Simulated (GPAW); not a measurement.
Runs of GPAW 26.7.0 on Ti. It takes space group Im-3m (No. 229, cubic). The conventional cell has a = 3.282 Å, b = 3.282 Å, c = 3.282 Å, α = 90.00°, β = 90.00°, γ = 90.00°. Around Ti (site symmetry m-3m) lie 8 Ti at 2.84 Å. This isn't the form of Ti at room conditions, which is hcp.

```csv
level,potentials or basis,gap on the mesh (eV),pressure (GPa)
LDA,"the program's PAW data sets (release 1.2.1) made for this functional, pw",none,(a)
PBE,"GPAW PAW data sets (gpaw-data 1.2.1), pw",none,-3.0
PBEsol,"PAW data sets generated in the run's folder for this functional, pw",none,-7.2
vdW-DF-cx,"GPAW PAW data sets (gpaw-data 1.2.1), pw",none,-
AM05,"PAW data sets generated in the run's folder for this functional, pw",none,-6.9
```

Alike in all rows: task single point; no spin polarisation; cell as given; k mesh 11 × 11 × 11; cutoff (eV) 600; smearing fermi-dirac 0.05 eV.

Q: Fill in the values left out.

A: (a) -11.4.

Caveats: the PAW data sets were made with another functional, which shifts forces and pressure a little (some runs).

A gap of «none» marks a metal or a gap under the smearing width.
